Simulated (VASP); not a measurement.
A run of VASP 6.6.1 is set up as follows.

The input INCAR:

```
SYSTEM = Te
PREC = Accurate
ENCUT = 600
EDIFF = 1E-7
ISMEAR = 0
SIGMA = 0.03
LREAL = .False.
LASPH = .True.
NELM = 80
ALGO = Normal
ISIF = 4
LWAVE = .False.
LCHARG = .False.
METAGGA = R2SCAN
LMIXTAU = .True.
IBRION = 2
NSW = 40
EDIFFG = -0.01
```

Contents of KPOINTS:

```
Automatic mesh
0
Gamma
  9 9 6
  0 0 0
```

The input POSCAR:

```
Te                                      
1.0
    4.6058162285      0.0000000000      0.0000000000
   -2.3029081143      3.9887538591     -0.0000000000
    0.0000000000      0.0000000000      5.9109543074
  Te            
     3
Direct
     0.2551234099192922    0.0000000000000000    0.3333333332999970
     0.0000000000000000    0.2551234099192922    0.6666666667000030
     0.7448765900807078    0.7448765900807078    1.0000000000000000
```

Potentials or basis: VASP PAW PBE potentials, release 64 (Te).

Run with:

```console
$ cat potpaw_PBE.64/Te/POTCAR > POTCAR
$ mpirun -np 1 vasp_std > vasp.out
```

(1) Predict the band gap on the k mesh.

Results:

(1) 0.53 eV, direct.

Caveat: the relaxation stopped at its first step, so nothing moved; spin-orbit coupling is left out, which moves the levels of the heavy elements; an odd mesh through Γ misses points on the zone boundary, where band edges often lie.
